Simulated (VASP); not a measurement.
# BN (Fmm2) in VASP: notebook

One crystal, BN, is run at these levels: PBE; tasks: single point.

Everything below comes from runs of VASP 6.6.1. Logs are shortened: lines on timing, memory, paths and dates and some standing lists are left out, and cuts for length are marked.

### 1 Starting point

It takes space group Fmm2 (No. 42, orthorhombic). The conventional cell has a = 2.503 Å, b = 6.991 Å, c = 4.332 Å, α = 90.00°, β = 90.00°, γ = 90.00°. Around N (site symmetry mm2) lie 3 B at 1.44 Å. B (site symmetry mm2) is surrounded by 3 N at 1.44 Å.

Measurements of this composition are mostly on another form, of space group No. 194.

### 2 Single point, PBE

INCAR

```
PREC = Accurate
ENCUT = 400
EDIFF = 1E-7
ISMEAR = 0
SIGMA = 0.05
LREAL = False
LASPH = True
NELM = 100
ALGO = Normal
ISIF = 2
LWAVE = False
LCHARG = False
GGA = PE
ADDGRID = False
```

KPOINTS

```
regular mesh
0
Gamma
  6 6 6
```

POSCAR

```
BN
1.0
    0.0000000000      3.4953158300      2.1660912400
    1.2516321000      0.0000000000      2.1660912400
    1.2516321000      3.4953158300      0.0000000000
N B
1 1
Direct
    0.6643870000      0.6373240000      0.3259630000
   -0.0156690000     -0.0240960000      1.0349220000
```

Potentials or basis: VASP PAW PBE potentials, release 64 (N_s, B_s).

Run with:

```sh
cat potpaw_PBE.64/N_s/POTCAR potpaw_PBE.64/B_s/POTCAR > POTCAR
mpirun -np 1 vasp_std > vasp.out
```

OUTCAR:

```text
PREC = Accurate
   ENCUT = 400
   EDIFF = 1E-7
   ISMEAR = 0
   LREAL = False
   LASPH = True
   NELM = 100
   ISIF = 2
   GGA = PE

 Found    112 irreducible k-points:

 Following reciprocal coordinates:
            Coordinates               Weight
  0.000000  0.000000  0.000000      1.000000
  0.166667  0.000000 -0.000000      2.000000
 -0.166667 -0.166667 -0.166667      2.000000
  0.000000  0.166667  0.000000      2.000000
 -0.000000  0.000000  0.166667      2.000000
  0.333333  0.000000  0.000000      2.000000
   k-points           NKPTS =    112   k-points in BZ     NKDIM =    112   number of bands    NBANDS=      8
   number of dos      NEDOS =    301   number of ions     NIONS =      2
   total plane-waves  NPLWV =  10752
   dimension x,y,z NGX =    28 NGY =   16 NGZ =   24
   dimension x,y,z NGXF=    56 NGYF=   32 NGZF=   48
   ions per type =               1   1
   NGX,Y,Z   is equivalent  to a cutoff of  11.32, 10.63, 10.75 a.u.
   NGXF,Y,Z  is equivalent  to a cutoff of  22.64, 21.26, 21.49 a.u.
 SYSTEM =  unknown system
   PREC   = accura    normal or accurate (medium, high low for compatibility)
   ISTART =      0    job   : 0-new  1-cont  2-samecut
   ICHARG =      2    charge: 1-file 2-atom 10-const
   ISPIN  =      1    spin polarized calculation?
   LNONCOLLINEAR =      F non collinear calculations
   LSORBIT =      F    spin-orbit coupling
   LASPH  =      T    aspherical Exc in radial PAW
   ENCUT  =  400.0 eV  29.40 Ry    5.42 a.u.   6.71  4.08  6.05*2*pi/ulx,y,z
   NELM   =    100;   NELMIN=  2; NELMDL= -5     # of ELM steps
   EDIFF  = 0.1E-06   stopping-criterion for ELM
   LREAL  =      F    real-space projection
   EDIFFG = 0.1E-05   stopping-criterion for IOM
   NSW    =      0    number of steps for IOM
   IBRION =     -1    ionic relax: 0-MD 1-quasi-New 2-CG
   NFREE  =      0    steps in history (QN), initial steepest desc. (CG)
   ISIF   =      2    stress and relaxation
   ISYM   =      2    0-nonsym 1-usesym 2-fastsym
   POTIM  = 0.5000    time-step for ionic-motion
   TEBEG  =    0.0;   TEEND  =   0.0 temperature during run
   PSTRESS=    0.0 pullay stress
   NELECT =       8.0000    total number of electrons
   NUPDOWN=      -1.0000    fix difference up-down
   EMIN   =  10.00;   EMAX   =-10.00  energy-range for DOS
   EFERMI =   0.00;   METHOD = LEGACY
   ISMEAR =     0;   SIGMA  =   0.05  broadening in eV -4-tet -1-fermi 0-gaus
   EFERMI_NEDOS =   21; number of points for ismear=-14 and -15
   IALGO  =     38    algorithm
   IMIX   =      4    mixing-type and parameters
     AMIX     =   0.40;   BMIX     =  1.00
     AMIX_MAG =   1.60;   BMIX_MAG =  1.00
  volume/ion in A,a.u.               =       9.48        63.95
  Fermi-wavevector in a.u.,A,eV,Ry     =   1.228047  2.320672 20.518928  1.508099
  Thomas-Fermi vector in A             =   2.362987
   LORBIT       =      0    0 simple, 1 ext, 2 COOP (PROOUT), +10 PAW based schemes
   GGA     = PE    functional components
   LHFCALC =     F    Hartree Fock is set to
   AEXX    =    0.0000 exact exchange contribution
   IVDW    =     0    specifies the selected vdW correction
   LEPSILON=     F    determine dielectric tensor
   LRPA    =     F    only Hartree local field effects (RPA)
 non-spin polarized calculation
 Gauss-broadening in eV      SIGMA  =   0.05
  energy-cutoff  :      400.00
  volume of cell :       18.95
 maximum number of plane-waves:       353
   NGX = 13   NGY =  9   NGZ = 11

 number of electron       8.0000000 magnetization

 Free energy of the ion-electron system (eV)
  ---------------------------------------------------
  ext. energy  EPLUGINS =         0.00000000
  ---------------------------------------------------
  free energy    TOTEN  =       -17.40511197 eV

  energy without entropy =      -17.40511197  energy(sigma->0) =      -17.40511197

 E-fermi :   3.3364     XC(G=0):  -9.7092

 val. band max:        3.1070783786   @ k =   0.5000  -0.3333   0.1667
 cond. band min:       6.8184296425   @ k =   0.0000   0.5000   0.5000
 fundamental gap:      3.7113512638
 Fermi energy:         3.3364198737

 k-point     1 :       0.0000    0.0000    0.0000
  band No.  band energies     occupation
      1     -14.7163      2.00000
      2      -1.3120      2.00000
      3       1.0812      2.00000
      4       2.5184      2.00000
      5       7.8419      0.00000
      6      13.7605      0.00000
      7      15.6579      0.00000
      8      16.2093      0.00000

 k-point     2 :       0.1667    0.0000   -0.0000
  band No.  band energies     occupation
      1     -14.1592      2.00000
      2      -0.8005      2.00000
      3       0.1691      2.00000
      4       0.4396      2.00000
      5       8.9850      0.00000
      6      13.8854      0.00000
      7      14.7644      0.00000
      8      17.6972      0.00000

 k-point     3 :      -0.1667   -0.1667   -0.1667
  band No.  band energies     occupation
      1     -14.1769      2.00000
      2      -0.8269      2.00000
      3      -0.5706      2.00000
      4       1.4022      2.00000
      5       8.9392      0.00000
      6      14.1178      0.00000
      7      14.7844      0.00000
      8      16.6504      0.00000

 k-point     4 :       0.0000    0.1667    0.0000
  band No.  band energies     occupation
      1     -14.1770      2.00000
      2      -0.8385      2.00000
      3      -0.5559      2.00000
      4       1.4012      2.00000
      5       8.9256      0.00000
      6      14.2202      0.00000
      7      14.6794      0.00000
      8      16.6461      0.00000

 k-point     5 :      -0.0000    0.0000    0.1667
  band No.  band energies     occupation
      1     -14.1592      2.00000
      2      -0.8087      2.00000
      3       0.1787      2.00000
      4       0.4450      2.00000
      5       8.9462      0.00000
      6      13.9073      0.00000
      7      14.7597      0.00000
      8      17.6984      0.00000

 k-point     6 :       0.3333    0.0000    0.0000
  band No.  band energies     occupation
      1     -12.6611      2.00000
      2      -3.5600      2.00000
      3      -0.8840      2.00000
      4       0.6545      2.00000
      5      10.2927      0.00000
      6      12.0921      0.00000
      7      14.4830      0.00000
      8      20.6698      0.00000

 [... further k-points ...]
[... 5 lines left out ...]
  --------------------------------------------------------------------------------------
  -------------------------------------------------------------------------------------
  Total        0.6695769      0.0078808      1.0421381     -0.2407036      0.0400200      0.7885421
  in kB       56.6032259      0.6662135     88.0979905    -20.3480775      3.3831192     66.6600429
  external PRESSURE =      48.4558099 kB  Pullay stress =       0.0000000 kB

 VOLUME and BASIS-vectors are now :
 -----------------------------------------------------------------------------
  energy-cutoff  :      400.00
  volume of cell :       18.95
      direct lattice vectors                 reciprocal lattice vectors
     0.000000000  3.495315830  2.166091240    -0.399478409  0.143048590  0.230830535
     1.251632100  0.000000000  2.166091240     0.399478409 -0.143048590  0.230830535
     1.251632100  3.495315830  0.000000000     0.399478409  0.143048590 -0.230830535

 POSITION                                       TOTAL-FORCE (eV/Angst)
 -----------------------------------------------------------------------------------
      1.20568      3.46159      2.81962         2.388478      1.280544     -0.546005
      1.26518      3.56261      4.24605        -2.388478     -1.280544      0.546005
 -----------------------------------------------------------------------------------
    total drift:                                0.000039     -0.000091      0.000001

  FREE ENERGIE OF THE ION-ELECTRON SYSTEM (eV)
  ---------------------------------------------------
  free  energy   TOTEN  =       -17.4051119739 eV

  energy  without entropy=      -17.4051119739  energy(sigma->0) =      -17.40511197
```

OSZICAR:

```text
N       E                     dE             d eps       ncg     rms          rms(c)
DAV:   1     0.665774611218E+01    0.66577E+01   -0.39214E+03  2456   0.881E+02
DAV:   2    -0.186376039862E+02   -0.25295E+02   -0.23537E+02  1968   0.182E+02
DAV:   3    -0.193139885243E+02   -0.67638E+00   -0.67638E+00  3088   0.408E+01
DAV:   4    -0.193175279547E+02   -0.35394E-02   -0.35394E-02  2072   0.224E+00
DAV:   5    -0.193176058766E+02   -0.77922E-04   -0.77922E-04  3192   0.240E-01    0.172E+01
DAV:   6    -0.176146946596E+02    0.17029E+01   -0.70578E+00  2808   0.282E+01    0.212E+01
DAV:   7    -0.174940995500E+02    0.12060E+00   -0.11454E-01  2656   0.575E+00    0.159E+01
DAV:   8    -0.174063594073E+02    0.87740E-01   -0.34581E-01  2792   0.107E+01    0.116E+00
DAV:   9    -0.174049385430E+02    0.14209E-02   -0.42141E-03  1944   0.119E+00    0.467E-01
DAV:  10    -0.174050247004E+02   -0.86157E-04   -0.17775E-03  2608   0.833E-01    0.126E-01
DAV:  11    -0.174050855435E+02   -0.60843E-04   -0.59622E-05  2440   0.965E-02    0.586E-02
DAV:  12    -0.174051115940E+02   -0.26050E-04   -0.29144E-05  2096   0.506E-02    0.102E-02
DAV:  13    -0.174051119146E+02   -0.32063E-06   -0.60309E-07  2832   0.913E-03    0.436E-03
DAV:  14    -0.174051119739E+02   -0.59356E-07   -0.10307E-07  2192   0.377E-03
   1 F= -.17405112E+02 E0= -.17405112E+02  d E =-.190793E-12
```

It took 6.1 s on 1 thread of Intel Xeon 6975P-C (Granite Rapids), shared host; peak memory 0.13 GiB.

The run converged, but some of its settings lie outside the range that counts as converged, so its numbers aren't taken as properties of the crystal.

Results:

- Free energy: -17.4051 eV
- Pressure: 4.8 GPa
- Largest force: 2.765 eV/Å
- Band gap on the k mesh: 3.71 eV, indirect (least direct gap 4.53 eV)

Caveat: the k mesh is coarse (spacing up to 0.51 Å⁻¹), so the values aren't converged.

### 3 Single point, PBE

Changes to INCAR since step 2:

```diff
@@ -1,3 +1,3 @@
 PREC = Accurate
-ENCUT = 400
+ENCUT = 650
 EDIFF = 1E-7
```

KPOINTS

```
regular mesh
0
Gamma
  5 5 5
```

POSCAR

```
BN
1.0
    0.0000000000      3.4953158300      2.1660912400
    1.2516321000      0.0000000000      2.1660912400
    1.2516321000      3.4953158300      0.0000000000
N B
1 1
Direct
    0.6666513400      0.6666513400      0.3333486600
    0.0000486500      0.0000486500      0.9999513500
```

Potentials or basis: VASP PAW PBE potentials, release 64 (N_s, B_s).

Run with:

```sh
cat potpaw_PBE.64/N_s/POTCAR potpaw_PBE.64/B_s/POTCAR > POTCAR
mpirun -np 1 vasp_std > vasp.out
```

Wall time 4.3 s (1 thread of Intel Xeon 6975P-C (Granite Rapids), shared host); peak memory 0.15 GiB.

The run converged, but some of its settings lie outside the range that counts as converged, so its numbers aren't taken as properties of the crystal.

What came out:

```
Free energy            : -17.5553 eV
Pressure               : 4.4 GPa
Largest force          : 0.012 eV/Å
Band gap on the k mesh : 4.29 eV, indirect (least direct gap 4.99 eV)
```

Caveat: the k mesh is coarse (spacing up to 0.61 Å⁻¹), so the values aren't converged; an odd mesh through Γ misses points on the zone boundary, where band edges often lie.

### 4 For comparison

An earlier run on the cell as given: functional PBE; potentials or basis VASP PAW PBE potentials, release 64 (N, B); cutoff 520 eV; k mesh 13 × 13 × 13; occupations fermi-dirac, width 0.05 eV; no spin polarisation.

* Pressure: 3.3 GPa
* Largest force: 0.010 eV/Å
* Band gap on the k mesh: 3.90 eV, indirect (least direct gap 4.65 eV)
